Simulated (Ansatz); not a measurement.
# Zinc, bcc under PBE: structure, energy and stiffness

The plan for zinc in the bcc structure: relax it, solve it on a dense k-mesh, switch on spin-orbit coupling, then scale the cell to 7 volumes from 88 to 112 % of the relaxed one and try a fit of the equation of state. The k-meshes are 14×14×14 for the relaxation; 23×23×23 for the dense run; 14×14×14 for spin-orbit coupling; 16×16×16 for the volumes.

This is Zn in the bcc structure; at room conditions it is hcp.

Program: Ansatz 0.2.0. Level of theory: DFT PBE, plane waves (420 eV) with PAW, scalar-relativistic. These are calculated values, not measurements.

## Step 1: The starting structure

Symmetry: Im-3m, No. 229, cubic system. Conventional cell: a = 3.122 Å, b = 3.122 Å, c = 3.122 Å, α = 90.00°, β = 90.00°, γ = 90.00°. Around Zn (site symmetry m-3m) lie 8 Zn at 2.70 Å.

Structure file:

```xyz
1
Lattice="-1.5609 1.5609 1.5609 1.5609 -1.5609 1.5609 1.5609 1.5609 -1.5609" Properties=species:S:1:pos:R:3 pbc="T T T"
Zn    0.0000    0.0000    0.0000
```

## Step 2: Relaxation of the cell

File input.yaml:

```yaml
crystal:
  lattice:
    - [-1.5608515766, 1.5608515766, 1.5608515766]
    - [1.5608515766, -1.5608515766, 1.5608515766]
    - [1.5608515766, 1.5608515766, -1.5608515766]
  atoms:
    - { symbol: Zn, position: [0.0, 0.0, 0.0] }
hamiltonian:
  xc: pbe
  pseudopotentials:
    kind: paw
    azcp:
      Zn: "pseudopotentials/Zn.paw.azcp"
basis:
  ecutwfc: 420
  fft_grid_basis: typed
kpoints:
  mp_grid: { grid: [14, 14, 14], shift: [0, 0, 0] }
magnetization:
  spin_polarized: false
scf:
  occupations: { method: fermi_dirac, width: 0.1 }
relax:
  max_steps: 60
  f_tol: 0.01
  cell: {}
```

After this run come: The energy on a finer k-mesh; Spin-orbit coupling switched on; Equation of state: 88 %; Equation of state: 92 %; Equation of state: 96 %; Equation of state: 100 %; Equation of state: 104 %; Equation of state: 108 %; Equation of state: 112 %.

What does the calculation give? Wanted: space group; conventional cell; volume; shortest distance; gap on the mesh; relative to hcp; V₀, B₀, B₀′.

**Answer**, as computed:

| quantity | value |
| --- | --- |
| space group (spins left aside) | Im-3m (No. 229) |
| conventional cell | a = 3.131 Å |
| volume | 15.352 Å³/atom |
| shortest distance | 2.712 Å |
| gap on the mesh | none (levels filled in part) |
| relative to hcp | +85 meV/atom |
| V₀, B₀, B₀′ | 15.421 Å³/atom, 64 GPa, 5.2 |

What this shows: From the guessed start the volume grew by 0.9 % in 4 steps. Against the reference form of zinc (hcp, computed apart with the same settings) it stands 85 meV/atom higher. No gap shows: it is a metal or semimetal at this level. The total energy of the spin-orbit run (on a coarser mesh) lies -66 meV/atom from the scalar one; mesh and treatment of the core enter this figure, so it is no spin-orbit energy. B₀ comes out at 64 GPa. The symmetry was held, so the structure may be unstable against distortions that break it.
